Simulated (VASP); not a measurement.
The system is AgCl.

```
Ag Cl
1.0
     3.43397    0.00000    0.00000
     0.00000    3.43397    0.00000
     0.00000    0.00000    3.43397
Ag Cl
1 1
Direct
  0.00000 0.00000 0.00000
  0.50000 0.50000 0.50000
```

Measurements of this composition are mostly on another form, of space group No. 225.

Program: VASP 6.6.1. Alike in all runs: cell as given. Hardware: 1 thread of Intel(R) Xeon(R) Platinum 8559C (Emerald Rapids), on a shared host.

Order these runs on this cell by their wall time, lowest first.
A. task single point; level LDA; potentials or basis VASP PAW LDA potentials, release 64 (Ag, Cl); spin off; k mesh 8 × 8 × 8; cutoff (eV) 520; smearing gaussian 0.02 eV; further INCAR settings ALGO = Normal; EDIFF = 1e-07; mesh quality not flagged
B. task density of states; level HF; potentials or basis VASP PAW PBE potentials, release 54 (Ag, Cl); spin off; k mesh 4 × 4 × 4; cutoff (eV) 520; smearing tetrahedron; grid for exact exchange (PRECFOCK) Normal; exchange at q = 0 truncated; further INCAR settings ALGO = Normal; EDIFF = 1e-06; mesh quality coarse
C. task single point; level B3LYP+D2; potentials or basis VASP PAW PBE potentials, release 54 (Ag, Cl); spin SOC, no magnetisation; k mesh 4 × 4 × 4; cutoff (eV) 500; smearing fermi-dirac 0.02 eV; grid for exact exchange (PRECFOCK) Normal; exchange at q = 0 default; further INCAR settings ALGO = Normal; EDIFF = 1e-06; mesh quality coarse

A (8.3 s), B (240 s), C (1100 s).

Caveats: some runs use coarse meshes.
